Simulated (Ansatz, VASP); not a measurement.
**Zn in VASP and in Ansatz**

The input INCAR:

```
ALGO = Fast
EDIFF = 1E-6
ENCUT = 520
ISIF = 2
ISMEAR = -1
LASPH = True
LCHARG = False
LREAL = False
LWAVE = False
NBANDS = 12
NELM = 60
PREC = Accurate
SIGMA = 0.05
```

The input KPOINTS:

```
k-points
0
Gamma
  12 12 12
```

Contents of POSCAR:

```
Zn
1.0
    0.0000000000      1.9246672763      1.9246672763
    1.9246672763      0.0000000000      1.9246672763
    1.9246672763      1.9246672763      0.0000000000
Zn
1
Direct
    0.0000000000      0.0000000000      0.0000000000
```

Contents of input.yaml:

```yaml
crystal:
  lattice:
    - [0.0, 1.9246672763, 1.9246672763]
    - [1.9246672763, 0.0, 1.9246672763]
    - [1.9246672763, 1.9246672763, 0.0]
  atoms:
    - { symbol: Zn, position: [0.0, 0.0, 0.0] }
kpoints:
  mp_grid: { grid: [12, 12, 12] }
scf:
  occupations: { method: fermi_dirac, width: 0.05 }
hamiltonian:
  xc: lda
  pseudopotentials: { kind: all_electron, lapw: { basis_error: 0.001 } }
output:
  forces: true
  stress: true
  eigenvalues: true
```

Change from the starting cell: volume scaled by 0.94.

Alike in both runs: task single point; functional LDA; k mesh 12 × 12 × 12; occupations fermi-dirac, width 0.05 eV; no spin polarisation.

```csv
,VASP,Ansatz
version,VASP 6.6.1,Ansatz 0.2.0
potentials or method,"VASP PAW LDA potentials, release 64 (Zn)","all-electron LAPW, scalar-relativistic"
plane-wave cutoff (eV),520,see its input
```

|  | VASP | Ansatz | Ansatz less VASP |
| --- | --- | --- | --- |
| gap on the k mesh at the Fermi level (eV) | none | none | - |
| pressure (GPa) | -4.2 | -4.8 | -0.52 |

A gap of «none» marks a metal or a gap that the smearing closes. Ansatz ran all-electron here, so the differences hold the error of VASP's frozen core and of both bases.
